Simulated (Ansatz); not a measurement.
Runs of Ansatz 0.2.0 on N. The structure is tetragonal, space group P4_2/mnm (No. 136). Conventional cell: a = 4.084 Å, b = 4.084 Å, c = 5.346 Å, α = 90.00°, β = 90.00°, γ = 90.00°. N (site symmetry m2m) has 1 N at 1.11 Å as nearest neighbours. 

```csv
task,level,k mesh,smearing,atoms under strain,gap on the mesh (eV),pressure (GPa),largest force (eV/Å)
single point,PBEsol,7 × 7 × 5,gaussian 0.02 eV,-,6.90,(b),0.86
single point,RPBE,7 × 7 × 5,gaussian 0.05 eV,-,7.03,1.1,0.10
elastic constants,revPBE+D3(BJ),5 × 5 × 4,fixed,clamped,7.05,-0.1,(a)
single point,RPBE,7 × 7 × 5,gaussian 0.02 eV,-,7.03,1.1,0.10
```

Alike in all rows: potentials or basis Ansatz PAW; no spin polarisation; cell as given; cutoff (eV) 420.

Fill in the values left out.

(a) 0.22; (b) -0.8.

Caveats: odd divisions of the mesh miss points on the zone boundary, where band edges often lie, so the gap on the mesh can be too wide; the PAW data sets come from PBE, with cores solved anew for the run's functional, which leaves a small shift of forces and pressure.

A k mesh can miss the band edges.
